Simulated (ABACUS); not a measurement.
# NaCl (Fm-3m) in ABACUS: a series of runs

Runs on NaCl. Level: M06-L. Tasks: single point, relaxation of cell and atoms.

Everything below comes from runs of ABACUS 3.10.1. Logs are shortened: lines on timing, memory, paths and dates and some standing lists are left out, and cuts for length are marked.

**1. Starting point**

It takes space group Fm-3m (No. 225, cubic). Conventional cell: a = 5.588 Å, b = 5.588 Å, c = 5.588 Å, α = 90.00°, β = 90.00°, γ = 90.00°. Cl (site symmetry m-3m) is surrounded by 6 Na at 2.79 Å. Na (site symmetry m-3m) is surrounded by 6 Cl at 2.79 Å.

The cell is a database's computed one.

**2. Single point, M06-L**

Input file run_abacus.py:

```python
"""ABACUS run from a structure file: ASE reads it, the script writes STRU, KPT and INPUT."""
import re
import subprocess
import spglib
from ase import Atoms
from ase.io import read
from ase.units import Bohr

atoms = read("NaCl.cif")
cell, frac, numbers = spglib.standardize_cell((atoms.cell[:], atoms.get_scaled_positions(), atoms.numbers), to_primitive=True, symprec=1e-4)
atoms = Atoms(numbers=numbers, cell=cell, scaled_positions=frac, pbc=True)  # the primitive cell
atoms = atoms[(-atoms.numbers).argsort(kind="stable")]  # ABACUS lists atoms element by element
pseudo = {'Cl': 'Cl_ONCV_PBE-1.2.upf', 'Na': 'Na_ONCV_PBE-1.2.upf'}
orbital = {}
magmoms = None
kmesh = [5, 5, 5]
params = {
    'suffix': 'NaCl',
    'calculation': 'scf',
    'basis_type': 'pw',
    'pseudo_dir': './',
    'symmetry': 1,
    'dft_functional': 'MGGA_X_M06_L+MGGA_C_M06_L',
    'ecutwfc': 103,
    'pseudo_rcut': 10,
    'nspin': 1,
    'nbands': 18,
    'ks_solver': 'dav',
    'smearing_method': 'fd',
    'smearing_sigma': 0.00367493,
    'scf_thr': 1e-08,
    'scf_nmax': 100,
    'mixing_type': 'broyden',
    'mixing_beta': 0.7,
    'cal_force': 1,
    'cal_stress': 1,
    'mixing_tau': 1,
    'out_chg': 1,
    'out_pot': 2,
    'out_elf': 1,
}

symbols = atoms.get_chemical_symbols()
elements = list(dict.fromkeys(symbols))
lines = ["ATOMIC_SPECIES"] + [f"{e} {atoms.get_masses()[symbols.index(e)]:.4f} {pseudo[e]}" for e in elements]
if orbital:
    lines += ["", "NUMERICAL_ORBITAL"] + [orbital[e] for e in elements]
lines += ["", "LATTICE_CONSTANT", f"{1 / Bohr:.10f}", "", "LATTICE_VECTORS"]
lines += [" ".join(f"{x:.10f}" for x in v) for v in atoms.cell]
lines += ["", "ATOMIC_POSITIONS", "Direct"]
for e in elements:
    lines += ["", e, "0.0", str(symbols.count(e))]
    for i, p in enumerate(atoms.get_scaled_positions(wrap=False)):
        if symbols[i] == e:
            mag = "" if magmoms is None else " mag " + " ".join(str(x) for x in (magmoms[i] if isinstance(magmoms[i], list) else [magmoms[i]]))
            lines.append(" ".join(f"{x:.10f}" for x in p) + " 1 1 1" + mag)
open("STRU", "w").write("\n".join(lines) + "\n")
open("KPT", "w").write("K_POINTS\n0\nGamma\n%d %d %d 0 0 0\n" % tuple(kmesh))
open("INPUT", "w").write("INPUT_PARAMETERS\n" + "".join(f"{k:<20s}{v}\n" for k, v in params.items()))

done = subprocess.run(['mpirun', '-np', '4', 'abacus'])
if done.returncode:
    raise SystemExit(done.returncode)
log = open("OUT.NaCl/running_scf.log").read()
print("final energy (eV):", re.findall(r"FINAL_ETOT_IS (\S+)", log))
```

Input file NaCl.cif:

```cif
data_NaCl
_cell_length_a 5.58812644
_cell_length_b 5.58812644
_cell_length_c 5.58812644
_cell_angle_alpha 90.00000000
_cell_angle_beta 90.00000000
_cell_angle_gamma 90.00000000
_space_group_name_H-M_alt 'Fm-3m'
_space_group_name_Hall '-F 4 2 3'
_space_group_IT_number 225
loop_
_space_group_symop_operation_xyz
'x,y,z'
'-x,-y,-z'
'-y,x,z'
'y,-x,-z'
'-x,-y,z'
'x,y,-z'
'y,-x,z'
'-y,x,-z'
'x,-y,-z'
'-x,y,z'
'-y,-x,-z'
'y,x,z'
'-x,y,-z'
'x,-y,z'
'y,x,-z'
'-y,-x,z'
'z,x,y'
'-z,-x,-y'
'z,-y,x'
'-z,y,-x'
'z,-x,-y'
'-z,x,y'
'z,y,-x'
'-z,-y,x'
'-z,x,-y'
'z,-x,y'
'-z,-y,-x'
'z,y,x'
'-z,-x,y'
'z,x,-y'
'-z,y,x'
'z,-y,-x'
'y,z,x'
'-y,-z,-x'
'x,z,-y'
'-x,-z,y'
'-y,z,-x'
'y,-z,x'
'-x,z,y'
'x,-z,-y'
'-y,-z,x'
'y,z,-x'
'-x,-z,-y'
'x,z,y'
'y,-z,-x'
'-y,z,x'
'x,-z,y'
'-x,z,-y'
'x,y+1/2,z+1/2'
'-x,-y+1/2,-z+1/2'
'-y,x+1/2,z+1/2'
[... 62 lines left out ...]
'-z+1/2,-x,-y+1/2'
'z+1/2,-y,x+1/2'
'-z+1/2,y,-x+1/2'
'z+1/2,-x,-y+1/2'
'-z+1/2,x,y+1/2'
'z+1/2,y,-x+1/2'
'-z+1/2,-y,x+1/2'
'-z+1/2,x,-y+1/2'
'z+1/2,-x,y+1/2'
'-z+1/2,-y,-x+1/2'
'z+1/2,y,x+1/2'
'-z+1/2,-x,y+1/2'
'z+1/2,x,-y+1/2'
'-z+1/2,y,x+1/2'
'z+1/2,-y,-x+1/2'
'y+1/2,z,x+1/2'
'-y+1/2,-z,-x+1/2'
'x+1/2,z,-y+1/2'
'-x+1/2,-z,y+1/2'
'-y+1/2,z,-x+1/2'
'y+1/2,-z,x+1/2'
'-x+1/2,z,y+1/2'
'x+1/2,-z,-y+1/2'
'-y+1/2,-z,x+1/2'
'y+1/2,z,-x+1/2'
'-x+1/2,-z,-y+1/2'
'x+1/2,z,y+1/2'
'y+1/2,-z,-x+1/2'
'-y+1/2,z,x+1/2'
'x+1/2,-z,y+1/2'
'-x+1/2,z,-y+1/2'
'x+1/2,y+1/2,z'
'-x+1/2,-y+1/2,-z'
'-y+1/2,x+1/2,z'
'y+1/2,-x+1/2,-z'
'-x+1/2,-y+1/2,z'
'x+1/2,y+1/2,-z'
'y+1/2,-x+1/2,z'
'-y+1/2,x+1/2,-z'
'x+1/2,-y+1/2,-z'
'-x+1/2,y+1/2,z'
'-y+1/2,-x+1/2,-z'
'y+1/2,x+1/2,z'
'-x+1/2,y+1/2,-z'
'x+1/2,-y+1/2,z'
'y+1/2,x+1/2,-z'
'-y+1/2,-x+1/2,z'
'z+1/2,x+1/2,y'
'-z+1/2,-x+1/2,-y'
'z+1/2,-y+1/2,x'
'-z+1/2,y+1/2,-x'
'z+1/2,-x+1/2,-y'
'-z+1/2,x+1/2,y'
'z+1/2,y+1/2,-x'
'-z+1/2,-y+1/2,x'
'-z+1/2,x+1/2,-y'
'z+1/2,-x+1/2,y'
'-z+1/2,-y+1/2,-x'
'z+1/2,y+1/2,x'
'-z+1/2,-x+1/2,y'
'z+1/2,x+1/2,-y'
'-z+1/2,y+1/2,x'
'z+1/2,-y+1/2,-x'
'y+1/2,z+1/2,x'
'-y+1/2,-z+1/2,-x'
'x+1/2,z+1/2,-y'
'-x+1/2,-z+1/2,y'
'-y+1/2,z+1/2,-x'
'y+1/2,-z+1/2,x'
'-x+1/2,z+1/2,y'
'x+1/2,-z+1/2,-y'
'-y+1/2,-z+1/2,x'
'y+1/2,z+1/2,-x'
'-x+1/2,-z+1/2,-y'
'x+1/2,z+1/2,y'
'y+1/2,-z+1/2,-x'
'-y+1/2,z+1/2,x'
'x+1/2,-z+1/2,y'
'-x+1/2,z+1/2,-y'
loop_
_atom_site_label
_atom_site_type_symbol
_atom_site_symmetry_multiplicity
_atom_site_Wyckoff_symbol
_atom_site_fract_x
_atom_site_fract_y
_atom_site_fract_z
_atom_site_occupancy
Cl1 Cl 4 b 0.5000000000 0.0000000000 0.0000000000 1
Na1 Na 4 a 0.0000000000 0.0000000000 0.0000000000 1
```

Potentials or basis: SG15 ONCV 1.2 PBE, plane waves.

On the command line:

```bash
$ OMP_NUM_THREADS=1 python run_abacus.py > log
```

running log:

```text
ABACUS v3.10.1

               Atomic-orbital Based Ab-initio Computation at UStc

 ------------------------------------------------------------------------------------

 READING GENERAL INFORMATION
                           global_out_dir = OUT.NaCl/
                           global_in_card = INPUT
                               pseudo_dir = ./
                              orbital_dir =
                                    DSIZE = 4
                                    GSIZE = 1

 READING UNITCELL INFORMATION
                                    ntype = 2
                  lattice constant (Bohr) = 1.88973
              lattice constant (Angstrom) = 1

 READING ATOM TYPE 1
                               atom label = Cl
                      L=0, number of zeta = 1
                      L=1, number of zeta = 1
                      L=2, number of zeta = 1
             number of atom for this type = 1

 READING ATOM TYPE 2
                               atom label = Na
                      L=0, number of zeta = 1
                      L=1, number of zeta = 1
                      L=2, number of zeta = 1
             number of atom for this type = 1

                        TOTAL ATOM NUMBER = 2
DIRECT COORDINATES
    atom                   x                   y                   z     mag                  vx                  vy                  vz
taud_Cl1            0.5000000000        0.5000000000        0.5000000000  0.0000        0.0000000000        0.0000000000        0.0000000000
taud_Na1            0.0000000000        0.0000000000        0.0000000000  0.0000        0.0000000000        0.0000000000        0.0000000000

                          Volume (Bohr^3) = 294.398
                             Volume (A^3) = 43.6253

 Lattice vectors: (Cartesian coordinate: in unit of a_0)
                   +0            +2.79406            +2.79406
             +2.79406                  +0            +2.79406
             +2.79406            +2.79406                  +0
 Reciprocal vectors: (Cartesian coordinate: in unit of 2 pi/a_0)
            -0.178951           +0.178951           +0.178951
            +0.178951           -0.178951           +0.178951
            +0.178951           +0.178951           -0.178951
 The esolver type has been set to : ksdft_pw

                PAO radial cut off (Bohr) = 10

 Read in pseudopotential file is Cl_ONCV_PBE-1.2.upf
                     pseudopotential type = NC
          exchange-correlation functional = PBE
                 nonlocal core correction = 0
                        valence electrons = 7
                                     lmax = 1
                           number of zeta = 0
                     number of projectors = 4
                           L of projector = 0
                           L of projector = 0
                           L of projector = 1
                           L of projector = 1
 XC functional updated to : MGGA_X_M06_L+MGGA_C_M06_L
          exchange-correlation functional = MGGA_X_M06_L+MGGA_C_M06_L
                PAO radial cut off (Bohr) = 10

 Read in pseudopotential file is Na_ONCV_PBE-1.2.upf
                     pseudopotential type = NC
          exchange-correlation functional = PBE
                 nonlocal core correction = 0
                        valence electrons = 9
                                     lmax = 1
                           number of zeta = 0
                     number of projectors = 4
                           L of projector = 0
[... 129 lines left out ...]

 PARALLEL PW FOR WAVE FUNCTIONS
     PROC   COLUMNS(POT)             PW
        1            113           1607
        2            113           1606
        3            113           1606
        4            112           1604
 --------------- sum -------------------
        4            451           6423

 SETUP NONLOCAL PSEUDOPOTENTIALS IN PLANE WAVE BASIS
 Cl non-local projectors:
 projector 1 L=0
 projector 2 L=0
 projector 3 L=1
 projector 4 L=1
 Na non-local projectors:
 projector 1 L=0
 projector 2 L=0
 projector 3 L=1
 projector 4 L=1
      TOTAL NUMBER OF NONLOCAL PROJECTORS = 16

 Init Non-Local PseudoPotential table :
 Init Non-Local-Pseudopotential done.

                                     npwx = 1335

 -------------------------------------------
 SELF-CONSISTENT
 -------------------------------------------
                                 init_chg = atomic

 PW ALGORITHM --------------- ION=   1  ELEC=   1--------------------------------
 Notice: Threshold on eigenvalues was too large.
 hsover_error=0.16 > DRHO=0.0865622
 Origin diag ethr = 0.01
 New diag ethr = 0.000541014

 Density error is 0.0868379335028
                          Error Threshold = 0.000541013871417
----------------------------------------------------------
     Energy           Rydberg                 eV
----------------------------------------------------------
 E_KohnSham     -115.8296865546      -1575.9437346972
 E_Harris       -116.6063364506      -1586.5105986332
 E_Fermi        0.2220065922         3.0205546472
----------------------------------------------------------
[... 135 lines left out ...]
 Density error is 6.19722480984e-09
                          Error Threshold = 1.41260944398e-10
----------------------------------------------------------
     Energy           Rydberg                 eV
----------------------------------------------------------
 E_KohnSham     -115.8587647325      -1576.3393636033
 E_KS(sigma->0) -115.8587647325      -1576.3393636033
 E_Harris       -115.8591437204      -1576.3445199985
 E_band         -17.6529240481       -240.1803534155
 E_one_elec     -62.7157434033       -853.2914645911
 E_Hartree      35.1148478266        477.7620148446
 E_xc           -18.8131312760       -255.9657825757
 E_Ewald        -69.4447378798       -944.8441312810
 E_entropy(-TS) -0.0000000000        -0.0000000000
 E_descf        0.0000000000         0.0000000000
 E_exx          0.0000000000         0.0000000000
 E_Fermi        0.4147750227         5.6433036966
----------------------------------------------------------

 charge density convergence is achieved
 final etot is -1576.3393636 eV
 EFERMI = 5.6433036966 eV
The vacuum level is 4.9143787268 eV

 STATE ENERGY(eV) AND OCCUPATIONS    NSPIN == 1
 1/10 kpoint (Cartesian) = 0.0000 0.0000 0.0000 (1262 pws)
       1       -49.2544      0.0160000
       2       -20.0155      0.0160000
       3       -20.0155      0.0160000
       4       -20.0155      0.0160000
       5       -12.0324      0.0160000
       6        1.14092      0.0160000
[... 98 lines left out ...]
       5       -11.6715       0.384000
       6      -0.526849       0.384000
[... 10 lines left out ...]
      17        21.2633        0.00000
      18        21.7585        0.00000

[... levels at 4 further k points ...]

------------------------------------------------------------------------------------------
 TOTAL-FORCE (eV/Angstrom)
------------------------------------------------------------------------------------------
                       Cl1         0.0000000000         0.0000000000         0.0000000000
                       Na1         0.0000000000         0.0000000000         0.0000000000
------------------------------------------------------------------------------------------

----------------------------------------------------------------
 TOTAL-STRESS (KBAR)
----------------------------------------------------------------
        19.4249709423        -0.0000000000        -0.0000000000
        -0.0000000000        19.4249709423         0.0000000000
        -0.0000000000         0.0000000000        19.4249709423
----------------------------------------------------------------
 TOTAL-PRESSURE: 19.424971 KBAR

 --------------------------------------------
 !FINAL_ETOT_IS -1576.3393636032874383 eV
 --------------------------------------------
```

Wall time 32 s (4 MPI ranks of Intel Xeon Platinum 8488C (Sapphire Rapids), shared host); peak memory 0.36 GiB.

What came out:

* Free energy: -1576.3394 eV
* Pressure: 1.9 GPa
* Band gap on the k mesh: 6.02 eV, direct

Levels at points of the mesh, in eV from the valence-band top:
```
           k point  band 6  band 7  band 8  band 9  band 10  band 11
(0.00, 0.00, 0.00)    0.00    0.00    0.00    6.02    11.80    11.80
```

Caveat: the potentials were made for another functional, which shifts forces and pressure.

**3. Relaxation of cell and atoms, M06-L**

Input file INPUT:

```
INPUT_PARAMETERS
suffix              NaCl
calculation         cell-relax
basis_type          pw
pseudo_dir          ./
symmetry            1
dft_functional      MGGA_X_M06_L+MGGA_C_M06_L
ecutwfc             103
pseudo_rcut         10
nspin               1
nbands              12
ks_solver           dav
smearing_method     fd
smearing_sigma      0.00367493
scf_thr             1e-08
scf_nmax            100
mixing_type         broyden
mixing_beta         0.7
cal_force           1
cal_stress          1
mixing_tau          1
relax_nmax          60
force_thr_ev        0.005
relax_method        cg
out_stru            1
stress_thr          0.2
kpar                4
```

Input file STRU:

```
ATOMIC_SPECIES
Cl 35.4500 Cl_ONCV_PBE-1.2.upf
Na 22.9898 Na_ONCV_PBE-1.2.upf

LATTICE_CONSTANT
7.4670677708

LATTICE_VECTORS
0.0000000000 0.7071067812 0.7071067812
0.7071067812 0.0000000000 0.7071067812
0.7071067812 0.7071067812 0.0000000000

ATOMIC_POSITIONS
Cartesian

Cl
0.0
1
0.7071067812 0.7071067812 0.7071067812 1 1 1

Na
0.0
1
0.0000000000 0.0000000000 0.0000000000 1 1 1
```

Input file KPT:

```
K_POINTS
0
Gamma
5 5 5 0 0 0
```

Potentials or basis: SG15 ONCV 1.2 PBE, plane waves.

On the command line:

```bash
$ OMP_NUM_THREADS=1 mpirun -np 4 abacus > log
```

Wall time 3.2 min (4 MPI ranks of Intel Xeon Platinum 8488C (Sapphire Rapids), shared host); peak memory 0.48 GiB.

It converged, with:

```yaml
Free_energy: -1576.3597 eV
Relaxed_volume: 23.60 Å³/atom
Relaxed_cell: a = 4.057 Å, b = 4.057 Å, c = 4.057 Å, α = 60.00°, β = 60.00°, γ = 60.00°
Space_group_after_relaxing_to_0.05_Å: Fm-3m (No. 225)
Energy_gained_by_relaxing: 10.3 meV/atom
Ionic_steps: 24
Pressure_after_relaxing: 0.0 GPa
Band_gap_on_the_k_mesh: 5.97 eV, direct
```

The path:
```csv
step,energy change (eV),largest force (eV/Å),pressure (GPa),volume (Å³)
1,0.0000,0.0000,1.94,43.63
2,-0.0154,0.0000,0.88,45.38
3,-0.0205,0.0000,0.11,46.99
4,-0.0204,0.0000,0.11,47.00
5,-0.0202,0.0000,0.10,47.02
6,-0.0204,0.0000,0.10,47.03
7,-0.0205,0.0000,0.10,47.03
8,-0.0205,0.0000,0.10,47.03
9,-0.0200,0.0000,0.10,47.03
10,-0.0201,0.0000,0.09,47.04
11,-0.0201,0.0000,0.09,47.04
12,-0.0200,0.0000,0.09,47.04
13,-0.0200,0.0000,0.09,47.05
14,-0.0201,0.0000,0.09,47.06
15,-0.0201,0.0000,0.08,47.07
16,-0.0201,0.0000,0.08,47.07
17,-0.0201,0.0000,0.07,47.09
18,-0.0201,0.0000,0.07,47.10
19,-0.0202,0.0000,0.05,47.12
20,-0.0202,0.0000,0.05,47.13
21,-0.0203,0.0000,0.04,47.16
22,-0.0199,0.0000,0.04,47.16
23,-0.0204,0.0000,0.03,47.19
24,-0.0206,0.0000,0.02,47.20
```

Final structure:
```cif
data_structure
_symmetry_space_group_name_H-M 'P 1'
_symmetry_Int_Tables_number 1
_cell_length_a 4.0565
_cell_length_b 4.0565
_cell_length_c 4.0565
_cell_angle_alpha 60.000
_cell_angle_beta 60.000
_cell_angle_gamma 60.000
_cell_volume 47.20
loop_
_atom_site_label
_atom_site_type_symbol
_atom_site_fract_x
_atom_site_fract_y
_atom_site_fract_z
_atom_site_occupancy
Cl1 Cl 0.50000 0.50000 0.50000 1
Na1 Na 0.00000 0.00000 0.00000 1
```

Levels at points of the mesh, in eV from the valence-band top:
| k point | band 6 | band 7 | band 8 | band 9 | band 10 | band 11 |
| --- | --- | --- | --- | --- | --- | --- |
| (0.00, 0.00, 0.00) | 0.00 | 0.00 | 0.00 | 5.97 | 11.67 | 11.67 |

Caveat: the potentials were made for another functional, which shifts forces and pressure.
